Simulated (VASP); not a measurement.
# PbSe (Clausthalite) (Fm-3m) in VASP: notebook, part 2 of 2

VASP 6.6.1. Earlier steps stand in the parts before.

**3. Relaxation of cell and atoms, PBE+D3(BJ)**

This run uses another cell than the first one, of 28.67 Å³/atom, 0.994 times its volume.

INCAR

```
PREC = Accurate
ENCUT = 600
EDIFF = 1E-6
ISMEAR = 0
SIGMA = 0.01
LREAL = F
LASPH = T
NELM = 100
ALGO = Normal
ISIF = 3
LWAVE = F
LCHARG = F
GGA = PE
IVDW = 12
IBRION = 2
NSW = 100
EDIFFG = -0.005
```

KPOINTS

```
Automatic mesh
0
Gamma
  10 10 10
```

POSCAR

```
PbSe
1.0
    0.0000000000      3.0606500000      3.0606500000
    3.0606500000      0.0000000000      3.0606500000
    3.0606500000      3.0606500000      0.0000000000
Pb Se
1 1
Direct
    0.0000000000      0.0000000000      0.0000000000
    0.5000000000      0.5000000000      0.5000000000
```

Potentials or basis: VASP PAW PBE potentials, release 64 (Pb_d, Se).

Started as:

```
cat potpaw_PBE.64/Pb_d/POTCAR potpaw_PBE.64/Se/POTCAR > POTCAR
mpirun -np 1 vasp_std > vasp.out
```

OUTCAR:

```text
PREC = Accurate
   ENCUT = 600
   EDIFF = 1E-6
   ISMEAR = 0
   LREAL = F
   LASPH = T
   NELM = 100
   ISIF = 3
   GGA = PE
   IVDW = 12
   IBRION = 2
   NSW = 100
   EDIFFG = -0.005
 IVDW          = 12

 ion  position               nearest neighbor table
   1  0.000  0.000  0.000-   2 3.06   2 3.06   2 3.06   2 3.06   2 3.06   2 3.06
   2  0.500  0.500  0.500-   1 3.06   1 3.06   1 3.06   1 3.06   1 3.06   1 3.06

  LATTYP: Found a face centered cubic cell.
 ALAT       =     6.1213000000

  Lattice vectors:

 A1 = (   0.0000000000,   3.0606500000,   3.0606500000)
 A2 = (   3.0606500000,   0.0000000000,   3.0606500000)
 A3 = (   3.0606500000,   3.0606500000,   0.0000000000)

Analysis of symmetry for initial positions (statically):
=====================================================================
 Subroutine PRICEL returns:
 Original cell was already a primitive cell.

 Routine SETGRP: Setting up the symmetry group for a
 face centered cubic supercell.

 Subroutine GETGRP returns: Found 48 space group operations
 (whereof 48 operations were pure point group operations)
 out of a pool of 48 trial point group operations.

The static configuration has the point symmetry O_h .

Analysis of symmetry for dynamics (positions and initial velocities):
=====================================================================
 Subroutine PRICEL returns:
 Original cell was already a primitive cell.
[... 155 lines left out ...]
  free energy    TOTEN  =        -8.17759916 eV

  energy without entropy =       -8.17759916  energy(sigma->0) =       -8.17759916

------------------------ aborting loop because EDIFF is reached ----------------------------------------

 Edisp (eV)   -0.73659

 E8    (eV) :    -0.3436
[... 71 lines left out ...]
--------------------------------------- Ionic step        3  -------------------------------------------

 number of electron      20.0000002 magnetization

 Free energy of the ion-electron system (eV)
  ---------------------------------------------------
  ext. energy  EPLUGINS =         0.00000000
  ---------------------------------------------------
  free energy    TOTEN  =        -8.18303300 eV

  energy without entropy =       -8.18303300  energy(sigma->0) =       -8.18303300

 E-fermi :   5.0861     XC(G=0):  -9.4988

 val. band max:        4.9820938919   @ k =   0.5000   0.0000   0.0000
 cond. band min:       5.2954206908   @ k =   0.5000   0.0000   0.0000
 fundamental gap:      0.3133267989
 Fermi energy:         5.0861067788

 k-point     1 :       0.0000    0.0000    0.0000
  band No.  band energies     occupation
      1     -11.8398      2.00000
      2     -11.8398      2.00000
      3     -11.8398      2.00000
      4     -11.8354      2.00000
      5     -11.8354      2.00000
      6      -8.5502      2.00000
      7      -1.3281      2.00000
      8       3.1391      2.00000
      9       3.1391      2.00000
     10       3.1391      2.00000
     11       9.6832      0.00000
     12       9.6832      0.00000
     13       9.6832      0.00000
     14      11.5172      0.00000
[... 377 lines left out ...]
      1     -11.9189      2.00000
      2     -11.8512      2.00000
      3     -11.8247      2.00000
      4     -11.8072      2.00000
      5     -11.8046      2.00000
      6      -7.4834      2.00000
      7      -2.6944      2.00000
      8       1.5651      2.00000
      9       2.1235      2.00000
     10       2.2456      2.00000
     11       8.8461      0.00000
     12       9.2032      0.00000
     13       9.8029      0.00000
     14      10.1618      0.00000

 [... further k-points ...]

------------------------ aborting loop because EDIFF is reached ----------------------------------------

 Edisp (eV)   -0.73156

 E8    (eV) :    -0.3413
[... 25 lines left out ...]
  FREE ENERGIE OF THE ION-ELECTRON SYSTEM (eV)
  ---------------------------------------------------
  free  energy   TOTEN  =        -8.9145913637 eV

  energy  without entropy=       -8.9145913637  energy(sigma->0) =       -8.91459136

 reached required accuracy - stopping structural energy minimisation
```

OSZICAR:

```text
N       E                     dE             d eps       ncg     rms          rms(c)
DAV:   1     0.163928469332E+03    0.16393E+03   -0.10437E+04  1322   0.161E+03
[... 19 lines left out ...]
   2 F= -.89145480E+01 E0= -.89145480E+01  d E =-.363621E-03
       N       E                     dE             d eps       ncg     rms          rms(c)
DAV:   1    -0.818383446740E+01    0.72222E-03   -0.25668E-02  1616   0.294E+00    0.151E-01
DAV:   2    -0.818314283515E+01    0.69163E-03   -0.13945E-03  1622   0.702E-01    0.562E-02
DAV:   3    -0.818302803067E+01    0.11480E-03   -0.52396E-04  1610   0.399E-01    0.104E-02
DAV:   4    -0.818303201324E+01   -0.39826E-05   -0.12224E-05  1334   0.394E-02    0.389E-03
DAV:   5    -0.818303299843E+01   -0.98519E-06   -0.15626E-06   896   0.194E-02
   3 F= -.89145914E+01 E0= -.89145914E+01  d E =-.407006E-03
```

CONTCAR:

```text
PbSe
   1.00000000000000
    -0.0000000000000000    3.0674762629008265    3.0674762629008265
     3.0674762629008265    0.0000000000000000    3.0674762629008265
     3.0674762629008265    3.0674762629008265    0.0000000000000000
  Pb              Se
     1     1
Direct
     0.0000000000000000    0.0000000000000000    0.0000000000000000
     0.5000000000000000    0.5000000000000000    0.5000000000000000

  0.00000000E+00  0.00000000E+00  0.00000000E+00
  0.00000000E+00  0.00000000E+00  0.00000000E+00
```

Wall time 46 s (1 thread of Intel Xeon Platinum 8488C (Sapphire Rapids), shared host); peak memory 0.24 GiB.

What came out:

```yaml
Free_energy: -8.9146 eV
Relaxed_volume: 28.86 Å³/atom
Relaxed_cell: a = 4.338 Å, b = 4.338 Å, c = 4.338 Å, α = 60.00°, β = 60.00°, γ = 60.00°
Space_group_after_relaxing_to_0.05_Å: Fm-3m (No. 225)
Energy_gained_by_relaxing: 0.2 meV/atom
Ionic_steps: 3
Pressure_after_relaxing: 0.0 GPa
Band_gap_on_the_k_mesh: 0.31 eV, direct
Dispersion_energy_per_atom: -0.366 eV
```

The path:
```tsv
step	energy change (eV)	largest force (eV/Å)	pressure (GPa)	volume (Å³)
1	0.0000	0.0000	0.34	57.34
2	-0.0004	0.0000	-0.11	57.85
3	-0.0004	0.0000	-0.01	57.73
```

Final structure:
```cif
data_structure
_symmetry_space_group_name_H-M 'P 1'
_symmetry_Int_Tables_number 1
_cell_length_a 4.3381
_cell_length_b 4.3381
_cell_length_c 4.3381
_cell_angle_alpha 60.000
_cell_angle_beta 60.000
_cell_angle_gamma 60.000
_cell_volume 57.73
loop_
_atom_site_label
_atom_site_type_symbol
_atom_site_fract_x
_atom_site_fract_y
_atom_site_fract_z
_atom_site_occupancy
Pb1 Pb 0.00000 0.00000 0.00000 1
Se1 Se 0.50000 0.50000 0.50000 1
```

Caveat: spin-orbit coupling is left out, which moves the levels of the heavy elements. Zero-point motion and thermal expansion aren't in these numbers.

**4. Against experiment**

Step 2. A measured gap of PbSe is 0.28 eV (direct; 300 K; a printed reference work, monograph); the calculated 0.31 eV misses it by +0.03 eV. 2 values of this kind are on record (0.15 to 0.28 eV); this one was drawn at random. Spin-orbit coupling on Pb, Se is left out. The value is that of PBE+D3(BJ) on a finite k mesh, which can miss the band edges, without temperature or zero-point motion.
